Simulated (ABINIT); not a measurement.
PtS2:

```xyz
3
Lattice="3.5432 0.0000 0.0000 -1.7716 3.0685 0.0000 0.0000 0.0000 5.0388" Properties=species:S:1:pos:R:3 pbc="T T T"
Pt    0.0000    0.0000    0.0000
S     1.7716    1.0228    3.8950
S     0.0000    2.0457    1.1438
```

Base run:

* Program: ABINIT 10.8.3 (patched build)
* Functional: PBEsol
* Potentials or basis: PseudoDojo NC SR PBEsol v0.4.1 standard
* Cutoff: 1034 eV
* k mesh: 7 × 7 × 4
* Occupations: fermi-dirac, width 0.05 eV
* Spin: no spin polarisation

Its results: band gap on the k mesh 0.76 eV, indirect (least direct gap 0.93 eV); pressure 6.0 GPa; largest force 0.938 eV/Å.

Question: The run is repeated on the same cell with these changes: functional from PBEsol to PBE; potentials or basis from PseudoDojo NC SR PBEsol v0.4.1 standard to PseudoDojo NC SR PBE v0.4.1 standard; cutoff from 1034 eV to 1143 eV. What comes out?

Answer: Band gap on the k mesh 0.83 eV, indirect (least direct gap 1.01 eV); pressure 11.4 GPa; largest force 1.241 eV/Å.

Caveats: spin-orbit coupling is left out, which moves the levels of the heavy elements; an odd mesh through Γ misses points on the zone boundary, where band edges often lie; forces of over 1 eV/Å show positions far from the minimum, so gaps and moduli don't describe the material at rest (some runs).

Not every run made on this cell is shown here.
